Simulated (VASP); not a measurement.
# Pd (Fm-3m) in VASP: RPA correlation energy with PBE

Aim: the RPA correlation energy of Pd with PBE.

Program: VASP 6.6.1. These are calculated values, not measurements. Logs are shortened: lines on timing, memory, paths and dates and some standing lists are left out, and cuts for length are marked.

### 1 Starting point

Symmetry: Fm-3m, No. 225, cubic system. The conventional cell has a = 3.872 Å, b = 3.872 Å, c = 3.872 Å, α = 90.00°, β = 90.00°, γ = 90.00°. Pd (site symmetry m-3m) is surrounded by 12 Pd at 2.74 Å.

### 2 RPA correlation energy, PBE

Input file POSCAR:

```
Pd
1.0
    0.0000000000      1.9362400000      1.9362400000
    1.9362400000      0.0000000000      1.9362400000
    1.9362400000      1.9362400000      0.0000000000
Pd
1
Direct
    0.0000000000      1.0000000000      1.0000000000
```

Input file INCAR.step1:

```
PREC = Accurate
ENCUT = 450
EDIFF = 1E-8
ISMEAR = 0
SIGMA = 0.05
LREAL = F
LASPH = T
NELM = 100
ALGO = Normal
LWAVE = T
LCHARG = F
GGA = PE
```

Input file INCAR.step2:

```
PREC = Accurate
ENCUT = 450
EDIFF = 1E-8
ISMEAR = 0
SIGMA = 0.05
LREAL = F
LASPH = T
NELM = 1
ALGO = EIGENVAL
LWAVE = F
LCHARG = F
GGA = PE
LHFCALC = T
AEXX = 1.0
ALDAC = 0.0
AGGAC = 0.0
ISTART = 1
PRECFOCK = Fast
```

Input file INCAR.step3:

```
PREC = Accurate
ENCUT = 450
EDIFF = 1E-8
ISMEAR = 0
SIGMA = 0.05
LREAL = F
LASPH = T
NELM = 1
ALGO = Exact
LWAVE = T
LCHARG = F
GGA = PE
NBANDS = 332
LOPTICS = T
ISTART = 1
```

Input file INCAR.step4:

```
PREC = Accurate
ENCUT = 450
EDIFF = 1E-8
ISMEAR = 0
SIGMA = 0.05
LREAL = F
LASPH = T
NELM = 100
ALGO = ACFDT
LWAVE = F
LCHARG = F
GGA = PE
NBANDS = 332
ENCUTGW = 250
NOMEGA = 12
ISTART = 1
PRECFOCK = Fast
```

Input file KPOINTS:

```
Automatic mesh
0
Gamma
  8 8 8
```

Potentials or basis: VASP PAW PBE potentials, release 64 (Pd_GW).

Command:

```sh
cat potpaw_PBE.64/Pd_GW/POTCAR > POTCAR
cp INCAR.step1 INCAR
mpirun -np 1 vasp_std > vasp.out
cp INCAR.step2 INCAR
mpirun -np 1 vasp_std > vasp.out
cp INCAR.step3 INCAR
mpirun -np 1 vasp_std > vasp.out
cp INCAR.step4 INCAR
mpirun -np 1 vasp_std > vasp.out
```

OUTCAR:

```text
PREC = Accurate
   ENCUT = 450
   EDIFF = 1E-8
   ISMEAR = 0
   LREAL = F
   LASPH = T
   NELM = 100
   GGA = PE
   ENCUTGW = 250
   ISTART = 1
   PRECFOCK = Fast

 ion  position               nearest neighbor table
   1  0.000  0.000  0.000-

  LATTYP: Found a face centered cubic cell.
 ALAT       =     3.8724800000

  Lattice vectors:

 A1 = (   0.0000000000,   1.9362400000,   1.9362400000)
 A2 = (   1.9362400000,   0.0000000000,   1.9362400000)
 A3 = (   1.9362400000,   1.9362400000,   0.0000000000)

Analysis of symmetry for initial positions (statically):
=====================================================================
 Subroutine PRICEL returns:
 Original cell was already a primitive cell.

 Routine SETGRP: Setting up the symmetry group for a
 face centered cubic supercell.

 Subroutine GETGRP returns: Found 48 space group operations
 (whereof 48 operations were pure point group operations)
 out of a pool of 48 trial point group operations.

The static configuration has the point symmetry O_h .

Analysis of symmetry for dynamics (positions and initial velocities):
=====================================================================
 Subroutine PRICEL returns:
 Original cell was already a primitive cell.

 Routine SETGRP: Setting up the symmetry group for a
 face centered cubic supercell.

 Subroutine GETGRP returns: Found 48 space group operations
 (whereof 48 operations were pure point group operations)
 out of a pool of 48 trial point group operations.

The dynamic configuration has the point symmetry O_h .

 Subroutine INISYM returns: Found 48 space group operations
 (whereof 48 operations are pure point group operations),
 and found     1 'primitive' translations

----------------------------------------------------------------------------------------

                                     Primitive cell

  volume of cell :      14.5180

  direct lattice vectors                    reciprocal lattice vectors
     0.000000000  1.936240000  1.936240000    -0.258232451  0.258232451  0.258232451
     1.936240000  0.000000000  1.936240000     0.258232451 -0.258232451  0.258232451
     1.936240000  1.936240000  0.000000000     0.258232451  0.258232451 -0.258232451

  length of vectors
     2.738256868  2.738256868  2.738256868     0.447271724  0.447271724  0.447271724

  position of ions in fractional coordinates (direct lattice)
     0.000000000  0.000000000  0.000000000

  ion indices of the primitive-cell ions
   primitive index   ion index
                 1           1

----------------------------------------------------------------------------------------

 KPOINTS: Automatic mesh

Automatic generation of k-mesh.
 Grid dimensions read from file:
 generate k-points for:    8    8    8

 Generating k-lattice:

  Cartesian coordinates                     Fractional coordinates (reciprocal lattice)
    -0.032279056  0.032279056  0.032279056     0.125000000  0.000000000  0.000000000
     0.032279056 -0.032279056  0.032279056     0.000000000  0.125000000  0.000000000
     0.032279056  0.032279056 -0.032279056     0.000000000  0.000000000  0.125000000

  Length of vectors
     0.055908966  0.055908966  0.055908966

  Shift w.r.t. Gamma in fractional coordinates (k-lattice)
     0.000000000  0.000000000  0.000000000

 Subroutine IBZKPT returns following result:
 ===========================================

 Found     29 irreducible k-points:

 Following reciprocal coordinates:
            Coordinates               Weight
  0.000000  0.000000  0.000000      1.000000
  0.125000  0.000000  0.000000      8.000000
  0.250000  0.000000  0.000000      8.000000
  0.375000  0.000000  0.000000      8.000000
  0.500000  0.000000  0.000000      4.000000
  0.125000  0.125000  0.000000      6.000000
[... 16 lines left out ...]
  0.500000  0.250000  0.125000     48.000000
 -0.375000  0.250000  0.125000     24.000000
 [... further k-points ...]
   k-points           NKPTS =     29   k-points in BZ     NKDIM =    512   number of bands    NBANDS=    332
   number of dos      NEDOS =    301   number of ions     NIONS =      1
   total plane-waves  NPLWV =   8000
   dimension x,y,z NGX =    20 NGY =   20 NGZ =   20
   dimension x,y,z NGXF=    40 NGYF=   40 NGZF=   40
   ions per type =               1
   NGX,Y,Z   is equivalent  to a cutoff of  12.14, 12.14, 12.14 a.u.
   NGXF,Y,Z  is equivalent  to a cutoff of  24.28, 24.28, 24.28 a.u.
 SYSTEM =  unknown system
   PREC   = accura    normal or accurate (medium, high low for compatibility)
   ISTART =      1    job   : 0-new  1-cont  2-samecut
   ICHARG =      0    charge: 1-file 2-atom 10-const
   ISPIN  =      1    spin polarized calculation?
   LNONCOLLINEAR =      F non collinear calculations
   LSORBIT =      F    spin-orbit coupling
   LASPH  =      T    aspherical Exc in radial PAW
   ENCUT  =  450.0 eV  33.07 Ry    5.75 a.u.   4.74  4.74  4.74*2*pi/ulx,y,z
   NELM   =    100;   NELMIN=  2; NELMDL=  0     # of ELM steps
   EDIFF  = 0.1E-07   stopping-criterion for ELM
   LREAL  =      F    real-space projection
   EDIFFG = 0.1E-06   stopping-criterion for IOM
   NSW    =      0    number of steps for IOM
   IBRION =     -1    ionic relax: 0-MD 1-quasi-New 2-CG
   NFREE  =      0    steps in history (QN), initial steepest desc. (CG)
   ISIF   =      0    stress and relaxation
   ISYM   =      3    0-nonsym 1-usesym 2-fastsym
   POTIM  = 0.5000    time-step for ionic-motion
   TEBEG  =    0.0;   TEEND  =   0.0 temperature during run
   PSTRESS=    0.0 pullay stress
   NELECT =      10.0000    total number of electrons
   NUPDOWN=      -1.0000    fix difference up-down
   EMIN   =  10.00;   EMAX   =-10.00  energy-range for DOS
   EFERMI =   0.00;   METHOD = LEGACY
   ISMEAR =     0;   SIGMA  =   0.05  broadening in eV -4-tet -1-fermi 0-gaus
   EFERMI_NEDOS =   21; number of points for ismear=-14 and -15
   IALGO  =     38    algorithm
   IMIX   =      4    mixing-type and parameters
     AMIX     =   0.40;   BMIX     =  1.00
     AMIX_MAG =   1.60;   BMIX_MAG =  1.00
  volume/ion in A,a.u.               =      14.52        97.97
  Fermi-wavevector in a.u.,A,eV,Ry     =   1.445791  2.732150 28.440433  2.090313
  Thomas-Fermi vector in A             =   2.563933
   LORBIT       =      0    0 simple, 1 ext, 2 COOP (PROOUT), +10 PAW based schemes
   GGA     = PE    functional components
   LHFCALC =     T    Hartree Fock is set to
   PRECFOCK=fast      Normal, Fast or Accurate (Low or Medium for compatibility)
   ENCUT4O =  -1.0   cutoff for four orbital integrals eV
   NKREDX  =     1    reduce k-point grid by
   NKREDY  =     1    reduce k-point grid by
   NKREDZ  =     1    reduce k-point grid by
   AEXX    =    1.0000 exact exchange contribution
   HFSCREEN=    0.0000 screening length (either q_TF or 0.3 A-1)
   HFSCREENC=   0.0000 screening length for correlation (either q_TF or 0.3 A-1)
   ENCUTFOCK=  -1.0 apply spherical cutoff to Coloumb kernel
   IVDW    =     0    specifies the selected vdW correction
   LEPSILON=     F    determine dielectric tensor
   LRPA    =     F    only Hartree local field effects (RPA)
   LRPAFORCE           =     F    calculate RPA forces
   ENCUTGW             = 250.0    cutoff for response function in eV
   ENCUTGWSOFT         = 200.0    soft cutoff for Coulomb kernel in GW response function in eV
   ENCUTLF             =  -1.0    cutoff for local field effects
   NELMGW              =     1    number of iterations in solving QP/BSE equation
   NELMHF              =     1    number of iterations in the inner HF iteration
   NKREDLFX            =     1    NKREDLFY  =   1   NKREDLFZ  =   1
 non-spin polarized calculation
 Gauss-broadening in eV      SIGMA  =   0.05
  energy-cutoff  :      450.00
  volume of cell :       14.52
 maximum number of plane-waves:       332
  NGX = 12; NGY = 12; NGZ = 12
   NGX =  9   NGY =  9   NGZ =  9
 maximum number of plane-waves:       138

      cutoff energy     smooth cutoff   RPA   correlation   Hartree contr. to MP2
---------------------------------------------------------------------------------
            250.000           200.000      -17.7007087058      -60.7659283049
            238.095           190.476      -17.6586019886      -60.7188503767
            226.757           181.406      -17.6134887947      -60.6684807459
            215.959           172.768      -17.5649749466      -60.6143436724
            205.676           164.541      -17.5129984021      -60.5561911636
            195.882           156.705      -17.4570198772      -60.4931817694
            186.554           149.243      -17.3967182354      -60.4247237584
            177.670           142.136      -17.3315105947      -60.3499621315
  linear regression
  converged value                          -18.2518439120      -61.3867571005
```

It took 18 min on 1 thread of Intel Xeon 6975P-C (Granite Rapids), shared host; peak memory 1.2 GiB.

What came out:

| Quantity | Value |
| --- | --- |
| Band gap on the k mesh, mean-field level | none (metal or under the smearing width) |
| RPA correlation energy | -18.252 eV/atom |
| RPA total energy per cell | -26.498 eV |
| RPA correlation energy per cell | -18.252 eV |

Caveat: the ground state has no gap, which makes the many-body step unreliable.
